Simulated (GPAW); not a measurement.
**SnTe in GPAW: the effect of volume scale**

Crystal: SnTe.

```
Te Sn
1.0
     0.00000    3.08653    3.08653
     3.08653    0.00000    3.08653
     3.08653    3.08653    0.00000
Te Sn
1 1
Direct
  0.50000 0.50000 0.50000
  0.00000 0.00000 0.00000
```

Alike in all runs:

* Program: GPAW 26.7.0
* Task: dielectric tensor
* Functional: PBE
* Potentials or basis: GPAW PAW data sets (gpaw-data 1.2.1)
* Cutoff: 450 eV
* Basis: pw
* k mesh: 6 × 6 × 6
* Occupations: fermi-dirac, width 0.001 eV
* Spin: no spin polarisation

| volume scale | gap on the mesh (eV) | dielectric constant (mean) |
| --- | --- | --- |
| 0.94 | 0.29 | 85.94 |
| 0.96 | 0.23 | 75.52 |
| 0.98 | ? | ? |
| 1 | 0.11 | 75.69 |
| 1.02 | 0.05 | 244.16 |
| 1.04 | 0.01 | 23469.91 |
| 1.06 | 0.06 | 125.61 |

**Question.** What does the run with volume scale 0.98 give?

**Answer.** gap on the mesh 0.17 eV; dielectric constant 69.78 mean.

Worked out: A parabola through the other rows of the gap on the mesh, of slope -3.05 eV per unit of volume scale there, gives 0.15 eV, against the run's 0.17. The fit is too stiff a form for this range. The dielectric constant follows no smooth curve through the other rows.

Caveats: the gap is small at this level, which inflates the dielectric constant; the long-wavelength limit can be off by a per cent or two; spin-orbit coupling is left out, which moves the levels of the heavy elements.

A k mesh can miss the band edges.
